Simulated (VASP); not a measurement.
# Ga in VASP: a series of runs

One slab, Ga, is run at these levels: LDA; tasks: single point.

All numbers are computed with VASP 6.6.1; they aren't measurements. Logs are shortened: lines on timing, memory, paths and dates and some standing lists are left out, and cuts for length are marked.

**1. Starting point**

The cell holds a slab with vacuum, 6 atoms: a = 2.985 Å, b = 2.985 Å, c = 19.928 Å, α = 90.00°, β = 90.00°, γ = 83.39°.

The slab is cut from a database's or a generator's crystal, which needn't be the stable form of the element.

**2. Single point, LDA**

The input, INCAR:

```
SYSTEM = Ga
ALGO = Normal ; DIPOL = 0.5 0.5 0.500
EDIFF = 1E-7 ; ENCUT = 460
IDIPOL = 3 ; ISIF = 2
ISMEAR = 1 ; LASPH = .TRUE.
LCHARG = .FALSE. ; LDIPOL = .TRUE.
LREAL = .FALSE. ; LVACPOTAV = .TRUE.
LVHAR = .TRUE. ; LWAVE = .FALSE.
NBANDS = 53 ; NELM = 120
PREC = Accurate ; SIGMA = 0.1
```

The input, KPOINTS:

```
k-points
0
G
  17 17 1
  0 0 0
```

The input, POSCAR:

```
Ga
1.0
    2.9851085407      0.0000000000      0.0000000000
    0.3437091101      2.9652549718      0.0000000000
    0.0000000000      0.0000000000     19.9277792079
Ga
6
Direct
    0.5000000000      0.5000000000      0.2509060316
    0.0000000000      0.0000000000      0.3505436190
    0.5000000000      0.5000000000      0.4501812063
    0.0000000000      0.0000000000      0.5498187937
    0.5000000000      0.5000000000      0.6494563810
    0.0000000000      0.0000000000      0.7490939684
```

Potentials or basis: VASP PAW LDA potentials, release 64 (Ga_d).

Run with:

```console
cat potpaw_LDA.64/Ga_d/POTCAR > POTCAR
mpirun -np 1 vasp_std > vasp.out
```

OUTCAR:

```text
SYSTEM = Ga
   EDIFF = 1E-7
   ENCUT = 460
   ISIF = 2
   ISMEAR = 1
   LASPH = .TRUE.
   LREAL = .FALSE.
   NELM = 120
   PREC = Accurate

 Found     81 irreducible k-points:

 Following reciprocal coordinates:
            Coordinates               Weight
  0.000000  0.000000  0.000000      1.000000
  0.058824 -0.000000  0.000000      4.000000
  0.117647  0.000000  0.000000      4.000000
  0.176471  0.000000  0.000000      4.000000
  0.235294  0.000000  0.000000      4.000000
  0.294118 -0.000000  0.000000      4.000000
   k-points           NKPTS =     81   k-points in BZ     NKDIM =     81   number of bands    NBANDS=     53
   number of dos      NEDOS =    301   number of ions     NIONS =      6
   total plane-waves  NPLWV =  80640
   dimension x,y,z NGX =    24 NGY =   24 NGZ =  140
   dimension x,y,z NGXF=    48 NGYF=   48 NGZF=  280
   ions per type =               6
   NGX,Y,Z   is equivalent  to a cutoff of  13.37, 13.37, 11.68 a.u.
   NGXF,Y,Z  is equivalent  to a cutoff of  26.73, 26.73, 23.36 a.u.
 SYSTEM =  Ga
   PREC   = accura    normal or accurate (medium, high low for compatibility)
   ISTART =      0    job   : 0-new  1-cont  2-samecut
   ICHARG =      2    charge: 1-file 2-atom 10-const
   ISPIN  =      1    spin polarized calculation?
   LNONCOLLINEAR =      F non collinear calculations
   LSORBIT =      F    spin-orbit coupling
   LASPH  =      T    aspherical Exc in radial PAW
   ENCUT  =  460.0 eV  33.81 Ry    5.81 a.u.   5.22  5.22 34.85*2*pi/ulx,y,z
   NELM   =    120;   NELMIN=  2; NELMDL= -5     # of ELM steps
   EDIFF  = 0.1E-06   stopping-criterion for ELM
   LREAL  =      F    real-space projection
   EDIFFG = 0.1E-05   stopping-criterion for IOM
   NSW    =      0    number of steps for IOM
   IBRION =     -1    ionic relax: 0-MD 1-quasi-New 2-CG
   NFREE  =      0    steps in history (QN), initial steepest desc. (CG)
   ISIF   =      2    stress and relaxation
   ISYM   =      2    0-nonsym 1-usesym 2-fastsym
   POTIM  = 0.5000    time-step for ionic-motion
   TEBEG  =    0.0;   TEEND  =   0.0 temperature during run
   PSTRESS=    0.0 pullay stress
   NELECT =      78.0000    total number of electrons
   NUPDOWN=      -1.0000    fix difference up-down
   EMIN   =  10.00;   EMAX   =-10.00  energy-range for DOS
   EFERMI =   0.00;   METHOD = LEGACY
   ISMEAR =     1;   SIGMA  =   0.10  broadening in eV -4-tet -1-fermi 0-gaus
   EFERMI_NEDOS =   21; number of points for ismear=-14 and -15
   IALGO  =     38    algorithm
   IMIX   =      4    mixing-type and parameters
     AMIX     =   0.40;   BMIX     =  1.00
     AMIX_MAG =   1.60;   BMIX_MAG =  1.00
  volume/ion in A,a.u.               =      29.40       198.39
  Fermi-wavevector in a.u.,A,eV,Ry     =   1.247228  2.356920 21.164934  1.555579
  Thomas-Fermi vector in A             =   2.381370
   LORBIT       =      0    0 simple, 1 ext, 2 COOP (PROOUT), +10 PAW based schemes
   GGA     = CA    functional components
   LHFCALC =     F    Hartree Fock is set to
   AEXX    =    0.0000 exact exchange contribution
   IVDW    =     0    specifies the selected vdW correction
   LEPSILON=     F    determine dielectric tensor
   LRPA    =     F    only Hartree local field effects (RPA)
 non-spin polarized calculation
 Methfessel and Paxton  Order N= 1 SIGMA  =   0.10
  energy-cutoff  :      460.00
  volume of cell :      176.39
 maximum number of plane-waves:      3981
 NGX is ok and might be reduce to    24
   NGX = 11   NGY = 11   NGZ = 69

 number of electron      77.9999960 magnetization

 dipolmoment           0.000000      0.000000      0.000000 electrons x Angstroem

 Free energy of the ion-electron system (eV)
  ---------------------------------------------------
  ext. energy  EPLUGINS =         0.00000000
  ---------------------------------------------------
  free energy    TOTEN  =       -20.56722896 eV

  energy without entropy =      -20.56690629  energy(sigma->0) =      -20.56712140

 E-fermi :   1.7392     XC(G=0):  -7.9008

 val. band max:        1.7354380816   @ k =   0.2941   0.0588   0.0000
 cond. band min:       1.7403880955   @ k =  -0.4118   0.2353   0.0000
 fundamental gap:      0.0049500139
 Fermi energy:         1.7392060587

 k-point     1 :       0.0000    0.0000    0.0000
  band No.  band energies     occupation
      1     -13.4152      2.00000
      2     -13.3708      2.00000
      3     -13.3660      2.00000
      4     -13.3133      2.00000
      5     -13.3037      2.00000
      6     -13.3010      2.00000
[... 43 lines left out ...]
     50       9.8226      0.00000
     51      10.3364      0.00000

 k-point     2 :       0.0588   -0.0000    0.0000
  band No.  band energies     occupation
      1     -13.4095      2.00000
      2     -13.3656      2.00000
      3     -13.3613      2.00000
      4     -13.3125      2.00000
      5     -13.3003      2.00000
      6     -13.2967      2.00000
[... 43 lines left out ...]
     50      10.0143      0.00000
     51      10.2466      0.00000

 k-point     3 :       0.1176    0.0000    0.0000
  band No.  band energies     occupation
      1     -13.3947      2.00000
      2     -13.3493      2.00000
      3     -13.3487      2.00000
      4     -13.3102      2.00000
      5     -13.2927      2.00000
      6     -13.2833      2.00000
[... 43 lines left out ...]
     50      10.1887      0.00000
     51      10.3193      0.00000

 k-point     4 :       0.1765    0.0000    0.0000
  band No.  band energies     occupation
      1     -13.3761      2.00000
      2     -13.3354      2.00000
      3     -13.3190      2.00000
      4     -13.3073      2.00000
      5     -13.2860      2.00000
      6     -13.2698      2.00000
[... 43 lines left out ...]
     50       9.8384      0.00000
     51      10.3388      0.00000

 k-point     5 :       0.2353    0.0000    0.0000
  band No.  band energies     occupation
      1     -13.3565      2.00000
      2     -13.3241      2.00000
      3     -13.3053      2.00000
      4     -13.2882      2.00000
      5     -13.2787      2.00000
      6     -13.2754      2.00000
[... 43 lines left out ...]
     50       9.1840      0.00000
     51      10.3705      0.00000

 k-point     6 :       0.2941   -0.0000    0.0000
  band No.  band energies     occupation
      1     -13.3371      2.00000
      2     -13.3192      2.00000
      3     -13.3065      2.00000
      4     -13.2866      2.00000
      5     -13.2865      2.00000
      6     -13.2547      2.00000
[... 43 lines left out ...]
     50       9.0941      0.00000
     51       9.5944      0.00000

 [... further k-points ...]

 [bands above 51 left out]

------------------------ aborting loop because EDIFF is reached ----------------------------------------

  FORCE on cell =-STRESS in cart. coord.  units (eV):
  Direction    XX          YY          ZZ          XY          YZ          ZX
  --------------------------------------------------------------------------------------
  -------------------------------------------------------------------------------------
  Total       -3.0988335     -3.0183128     -0.9189862     -0.3473352      0.0000000      0.0000000
  in kB      -28.1467175    -27.4153474     -8.3471558     -3.1548466      0.0000000      0.0000000
  external PRESSURE =     -21.3030736 kB  Pullay stress =       0.0000000 kB

 VOLUME and BASIS-vectors are now :
 -----------------------------------------------------------------------------
  energy-cutoff  :      460.00
  volume of cell :      176.39
      direct lattice vectors                 reciprocal lattice vectors
     2.985108541  0.000000000  0.000000000     0.334996194 -0.038830133  0.000000000
     0.343709110  2.965254972  0.000000000     0.000000000  0.337239128  0.000000000
     0.000000000  0.000000000 19.927779208     0.000000000  0.000000000  0.050181206

 POSITION                                       TOTAL-FORCE (eV/Angst)
 -----------------------------------------------------------------------------------
      1.66441      1.48263      5.00000         0.000000      0.000000      0.071403
      0.00000      0.00000      6.98556         0.000000      0.000000      0.055039
      1.66441      1.48263      8.97111         0.000000      0.000000     -0.124045
      0.00000      0.00000     10.95667        -0.000000      0.000000      0.124045
      1.66441      1.48263     12.94222        -0.000000      0.000000     -0.055039
      0.00000      0.00000     14.92778         0.000000      0.000000     -0.071403
 -----------------------------------------------------------------------------------
    total drift:                                0.000000      0.000000      0.000000

  FREE ENERGIE OF THE ION-ELECTRON SYSTEM (eV)
  ---------------------------------------------------
  free  energy   TOTEN  =       -20.5672289589 eV

  energy  without entropy=      -20.5669062942  energy(sigma->0) =      -20.56712140

 vacuum level on the upper side and lower side of the slab         6.269         6.269
```

Run time: 7.1 min. Hardware: 1 thread of Intel Xeon 6975P-C (Granite Rapids), shared host; peak memory 0.5 GiB.

The run converged, but some of its settings lie outside the range that counts as converged, so its numbers aren't taken as properties of the slab.

What came out:

* Free energy: -20.5672 eV
* Largest force: 0.124 eV/Å
* Band gap on the k mesh: none (metal or under the smearing width)
* Work function of the upper face: 4.53 eV
* Work function of the lower face: 4.53 eV

**3. Single point, LDA**

This run uses another cell than the first one, of 41.20 Å³/atom, 1.401 times its volume.

INCAR is that of step 2.

The input, KPOINTS:

```
k-points
0
G
  14 14 1
  0 0 0
```

The input, POSCAR:

```
Ga
1.0
    2.9851085407      0.0000000000      0.0000000000
    0.3437091101      2.9652549718      0.0000000000
    0.0000000000      0.0000000000     27.9277792079
Ga
6
Direct
    0.5000000000      0.5000000000      0.3222597806
    0.0000000000      0.0000000000      0.3933558684
    0.5000000000      0.5000000000      0.4644519561
    0.0000000000      0.0000000000      0.5355480439
    0.5000000000      0.5000000000      0.6066441316
    0.0000000000      0.0000000000      0.6777402194
```

Potentials or basis: VASP PAW LDA potentials, release 64 (Ga_d).

Run with:

```console
cat potpaw_LDA.64/Ga_d/POTCAR > POTCAR
mpirun -np 1 vasp_std > vasp.out
```

OUTCAR:

```text
SYSTEM = Ga
   EDIFF = 1E-7
   ENCUT = 460
   ISIF = 2
   ISMEAR = 1
   LASPH = .TRUE.
   LREAL = .FALSE.
   NELM = 120
   PREC = Accurate

 Found     57 irreducible k-points:

 Following reciprocal coordinates:
            Coordinates               Weight
  0.000000  0.000000  0.000000      1.000000
  0.071429  0.000000  0.000000      4.000000
  0.142857  0.000000  0.000000      4.000000
  0.214286  0.000000  0.000000      4.000000
  0.285714  0.000000  0.000000      4.000000
  0.357143  0.000000  0.000000      4.000000
   k-points           NKPTS =     57   k-points in BZ     NKDIM =     57   number of bands    NBANDS=     53
   number of dos      NEDOS =    301   number of ions     NIONS =      6
   total plane-waves  NPLWV = 112896
   dimension x,y,z NGX =    24 NGY =   24 NGZ =  196
   dimension x,y,z NGXF=    48 NGYF=   48 NGZF=  392
   ions per type =               6
   NGX,Y,Z   is equivalent  to a cutoff of  13.37, 13.37, 11.67 a.u.
   NGXF,Y,Z  is equivalent  to a cutoff of  26.73, 26.73, 23.33 a.u.
 SYSTEM =  Ga
   PREC   = accura    normal or accurate (medium, high low for compatibility)
   ISTART =      0    job   : 0-new  1-cont  2-samecut
   ICHARG =      2    charge: 1-file 2-atom 10-const
   ISPIN  =      1    spin polarized calculation?
[... 67 lines left out ...]
      2     -15.1751      2.00000
      3     -15.1738      2.00000
      4     -15.1154      2.00000
      5     -15.1121      2.00000
      6     -15.1094      2.00000
[... 313 lines left out ...]
     50       7.1911      0.00000
     51       7.7718      0.00000

 [... further k-points ...]

 [bands above 51 left out]

------------------------ aborting loop because EDIFF is reached ----------------------------------------

  FORCE on cell =-STRESS in cart. coord.  units (eV):
  Direction    XX          YY          ZZ          XY          YZ          ZX
  --------------------------------------------------------------------------------------
  -------------------------------------------------------------------------------------
  Total       -3.0493562     -2.9640796     -0.9204077     -0.3678500      0.0000000      0.0000000
  in kB      -19.7633321    -19.2106419     -5.9652993     -2.3840907      0.0000000      0.0000000
  external PRESSURE =     -14.9797578 kB  Pullay stress =       0.0000000 kB

 VOLUME and BASIS-vectors are now :
 -----------------------------------------------------------------------------
  energy-cutoff  :      460.00
  volume of cell :      247.21
      direct lattice vectors                 reciprocal lattice vectors
     2.985108541  0.000000000  0.000000000     0.334996194 -0.038830133  0.000000000
     0.343709110  2.965254972  0.000000000     0.000000000  0.337239128  0.000000000
     0.000000000  0.000000000 27.927779208     0.000000000  0.000000000  0.035806642

 POSITION                                       TOTAL-FORCE (eV/Angst)
 -----------------------------------------------------------------------------------
      1.66441      1.48263      9.00000        -0.000000      0.000000      0.052904
      0.00000      0.00000     10.98556         0.000000      0.000000      0.083264
      1.66441      1.48263     12.97111         0.000000      0.000000     -0.107018
      0.00000      0.00000     14.95667        -0.000000      0.000000      0.107018
      1.66441      1.48263     16.94222        -0.000000      0.000000     -0.083264
      0.00000      0.00000     18.92778        -0.000000      0.000000     -0.052904
 -----------------------------------------------------------------------------------
    total drift:                                0.000000     -0.000000      0.000000

  FREE ENERGIE OF THE ION-ELECTRON SYSTEM (eV)
  ---------------------------------------------------
  free  energy   TOTEN  =       -20.5424359806 eV

  energy  without entropy=      -20.5411509332  energy(sigma->0) =      -20.54200763

 vacuum level on the upper side and lower side of the slab         4.491         4.491
```

OSZICAR:

```text
N       E                     dE             d eps       ncg     rms          rms(c)
DAV:   1     0.634620809557E+03    0.63462E+03   -0.36295E+04  6549   0.200E+03
DAV:   2     0.784353597650E+02   -0.55619E+03   -0.53071E+03  6250   0.539E+02
DAV:   3    -0.159020039742E+02   -0.94337E+02   -0.91593E+02  7308   0.165E+02
[... 18 lines left out ...]
DAV:  22    -0.205424313203E+02   -0.56041E-05   -0.20530E-06  6562   0.131E-02    0.381E-04
DAV:  23    -0.205424348160E+02   -0.34958E-05   -0.29277E-07  4830   0.414E-03    0.208E-04
DAV:  24    -0.205424357136E+02   -0.89760E-06   -0.73567E-08  4494   0.428E-03    0.176E-04
DAV:  25    -0.205424359080E+02   -0.19440E-06   -0.51445E-08  4306   0.404E-03    0.103E-04
DAV:  26    -0.205424359806E+02   -0.72598E-07   -0.11280E-08  4137   0.159E-03
   1 F= -.20542436E+02 E0= -.20542008E+02  d E =-.128505E-02
```

stdout:

```text
POSCAR found type information on POSCAR Ga
 POSCAR found :  1 types and       6 ions
 scaLAPACK will be used
 LDA part: xc-table for (Slater(with rela. corr.)+CA(PZ))
 , standard interpolation
 POSCAR, INCAR and KPOINTS ok, starting setup
 FFT: planning ... GRIDC
 FFT: planning ... GRID_SOFT
 FFT: planning ... GRID
 WAVECAR not read
 entering main loop
 -----------------------------------------------------------------------------
|                                                                             |
|           W    W    AA    RRRRR   N    N  II  N    N   GGGG   !!!           |
|           W    W   A  A   R    R  NN   N  II  NN   N  G    G  !!!           |
|           W    W  A    A  R    R  N N  N  II  N N  N  G       !!!           |
|           W WW W  AAAAAA  RRRRR   N  N N  II  N  N N  G  GGG   !            |
|           WW  WW  A    A  R   R   N   NN  II  N   NN  G    G                |
|           W    W  A    A  R    R  N    N  II  N    N   GGGG   !!!           |
|                                                                             |
|     Did not find any points to average over, which means that no vacuum     |
|     field-free region was found. Please increase the size of  your cell     |
|     in the dimension of the dipole correction to obtain accurate            |
|     workfunction values.                                                    |
|                                                                             |
 -----------------------------------------------------------------------------
```

Wall time 7.9 min (1 thread of Intel Xeon 6975P-C (Granite Rapids), shared host); peak memory 0.53 GiB.

The run converged, but some of its settings lie outside the range that counts as converged, so its numbers aren't taken as properties of the slab.

Results:

- Free energy: -20.5424 eV
- Largest force: 0.107 eV/Å
- Band gap on the k mesh: none (metal or under the smearing width)
- Work function of the upper face: 4.57 eV
- Work function of the lower face: 4.57 eV
